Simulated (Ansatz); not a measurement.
# Mg2Si: how the settings move a single-point run

How sensitive is a single-point run of Mg2Si to its settings? A reference run comes first, then two runs with altered input.

The COD entry's cell or inner coordinates are ideal or old and differ from later refinements, so a difference from it is no clean test against experiment.

Method: reference: DFT, PBEsol, all-electron LAPW, scalar-relativistic; levels and slopes on a fine mesh, independent-particle optical spectra, in Ansatz 0.2.0.

### Step 1. The structure to begin with

Symmetry: Fm-3m, No. 225, cubic system. The conventional cell has a = 6.326 Å, b = 6.326 Å, c = 6.326 Å, α = 90.00°, β = 90.00°, γ = 90.00°. Mg (site symmetry -43m) has 4 Si at 2.74 Å as nearest neighbours. Around Si (site symmetry m-3m) lie 8 Mg at 2.74 Å.

Coordinates:

```
CELL_PARAMETERS angstrom
0.00000 3.16299 3.16299
3.16299 0.00000 3.16299
3.16299 3.16299 0.00000
ATOMIC_POSITIONS crystal
Mg 0.25000 0.25000 0.25000
Mg 0.75000 0.75000 0.75000
Si 0.00000 0.00000 0.00000
```

### Step 2. The reference run

input.yaml

```yaml
crystal:
  lattice:
    - [0.0, 3.16298930131, 3.16298930131]
    - [3.16298930131, 0.0, 3.16298930131]
    - [3.16298930131, 3.16298930131, 0.0]
  atoms:
    - { symbol: Mg, position: [0.25, 0.25, 0.25] }
    - { symbol: Mg, position: [0.75, 0.75, 0.75] }
    - { symbol: Si, position: [0.0, 0.0, 0.0] }
kpoints:
  mp_grid: { grid: [8, 8, 8] }
scf:
  occupations: { method: fermi_dirac, width: 0.08 }
hamiltonian:
  xc: pbesol
  pseudopotentials: { kind: all_electron, lapw: { basis_error: 0.001 } }
output:
  forces: true
  stress: true
  eigenvalues: true
  eigenstates:
    nscf_kmesh: { grid: [12, 12, 12] }
    de_dk: true
    e_range: [-14, 14]
  optics:
    e_range: [0, 30]
    de: 0.2
    sigma: 0.25
    bands: { spectra_wanted_up_to: 30 }
    nscf_kmesh: { grid: [12, 12, 12] }
    drude_damping: 0.1
checkpoint:
  write: ck
  write_wavefunctions: false
```

On the command line:

```bash
ansatz run input.yaml --threads 2 --pin off --max-ram 6144MiB --backend cpu --events-out ev --progress --plain --runs-dir out
```

### Step 3. Changing settings: lower_state_search off

Changes to input.yaml since step 2:

```diff
@@ -13,2 +13,3 @@
   occupations: { method: fermi_dirac, width: 0.08 }
+  lower_state_search: "off"
 hamiltonian:
```

### Step 4. Changing settings: mp_grid.grid [10, 10, 10], occupations.method methfessel_paxton, occupations.width 0.05, lower_state_search off

Changes to input.yaml since step 2:

```diff
@@ -10,5 +10,6 @@
 kpoints:
-  mp_grid: { grid: [8, 8, 8] }
+  mp_grid: { grid: [10, 10, 10] }
 scf:
-  occupations: { method: fermi_dirac, width: 0.08 }
+  occupations: { method: methfessel_paxton, width: 0.05 }
+  lower_state_search: "off"
 hamiltonian:
```

**Question.** What will these runs give? Wanted: for each run, ending; energy change; pressure; gap; force.

As calculated:

| run | ending | energy change | pressure (GPa) | gap (eV) | force (eV/Å) | cycles | time |
| --- | --- | --- | --- | --- | --- | --- | --- |
| reference | converged | 0 | -0.1 | 0.12 | 0.00 | - | 28 s |
| 1: lower_state_search off | converged | 0.0 meV/atom | -0.1 | 0.12 | 0.00 | 9 | 28 s |
| 2: mp_grid.grid [10, 10, 10], occupations.method methfessel_paxton, occupations.width 0.05, lower_state_search off | converged | -1.2 meV/atom (σ→0) | 0.0 | 0.12 | 0.00 | 9 | 29 s |

Residual by cycle in the longest SCF loop of each run; runs are numbered as in the table. The quantity is the density residual dr2, in eV.

| cycle | reference | run 1 | run 2 |
| --- | --- | --- | --- |
| 1 | 1.62 | 1.62 | 1.62 |
| 2 | 0.0195 | 0.0195 | 0.0199 |
| 3 | 0.00833 | 0.00833 | 0.00818 |
| 4 | 0.00129 | 0.00129 | 6.9e-4 |
| 5 | 5.3e-5 | 5.3e-5 | 1.6e-5 |
| 6 | 5.6e-7 | 5.6e-7 | 9.6e-8 |
| 7 | 2.4e-9 | 2.4e-9 | 2.1e-9 |
| 8 | 4.7e-11 | 4.7e-11 | 2.9e-11 |
| 9 | 9.7e-14 | 9.7e-14 | 5.5e-13 |

**Reading.** The pressure spans -0.1 to 0.0 GPa over the reference and the converged variants.
